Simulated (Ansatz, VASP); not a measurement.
# Two plane-wave programs on Bi

The input INCAR:

```
SYSTEM = Bi
PREC = Accurate ; ENCUT = 520
EDIFF = 1E-6 ; ISMEAR = 0
SIGMA = 0.1 ; LREAL = .FALSE.
LASPH = .TRUE. ; NELM = 100
ALGO = Fast ; ISIF = 2
LWAVE = .FALSE. ; LCHARG = .FALSE.
LDIPOL = .TRUE. ; IDIPOL = 3
DIPOL = 0.5 0.5 0.500 ; GGA = PE
IVDW = 12 ; NBANDS = 38
```

File KPOINTS:

```
regular mesh
0
G
  9 9 1
  0 0 0
```

Contents of POSCAR:

```
Bi
1.0
    4.5346855261      0.0000000000      0.0000000000
   -2.2673427630      3.9271528638      0.0000000000
    0.0000000000      0.0000000000     20.5228125457
Bi
4
Direct
    0.3333333333      0.6666666667      0.3654469865
    0.6666666667      0.3333333333      0.4454106951
    0.0000000000      0.0000000000      0.5545893049
    0.3333333333      0.6666666667      0.6345530135
```

Input for Ansatz:

```yaml
crystal:
  lattice:
    - [4.5346855261, 0.0, 0.0]
    - [-2.267342763, 3.9271528638, 0.0]
    - [0.0, 0.0, 20.5228125457]
  atoms:
    - { symbol: Bi, position: [0.3333333333, 0.6666666667, 0.3654469865] }
    - { symbol: Bi, position: [0.6666666667, 0.3333333333, 0.4454106951] }
    - { symbol: Bi, position: [0.0, 0.0, 0.5545893049] }
    - { symbol: Bi, position: [0.3333333333, 0.6666666667, 0.6345530135] }
basis:
  ecutwfc: 420
kpoints:
  mp_grid: { grid: [9, 9, 1] }
hamiltonian:
  xc: pbe
  dispersion: d3bj
scf:
  occupations: { method: gaussian, width: 0.1 }
output:
  forces: true
  stress: true
  eigenvalues: true
  write_density: true
  write_potential: true
  elf: true
  volumetric_format: npy
efield:
  axis: 3
  dipole_correction: true
```

Alike in both runs: task single point; functional PBE; dispersion D3(BJ); k mesh 9 × 9 × 1; occupations gaussian, width 0.1 eV; no spin polarisation.

|  | VASP | Ansatz |
| --- | --- | --- |
| version | VASP 6.6.1 | Ansatz 0.2.0 |
| potentials or method | VASP PAW PBE potentials, release 64 (Bi_d) | scalar-relativistic, plane waves, PAW |
| plane-wave cutoff (eV) | 520 | 420 |
| valence electrons in the cell | 60 | 60 |

|  | VASP | Ansatz | Ansatz less VASP |
| --- | --- | --- | --- |
| gap on the k mesh at the Fermi level (eV) | none | none | - |
| rms of the force components (eV/Å) | 0.097 | 0.102 | +0.0054 |

Atom by atom the forces differ by 0.007 eV/Å (rms over components). A gap of «none» marks a metal or a gap that the smearing closes. Ansatz warned: «xc_potential_rough_in_thin_density».

Caveats: spin-orbit coupling is left out, which moves the levels of the heavy elements.
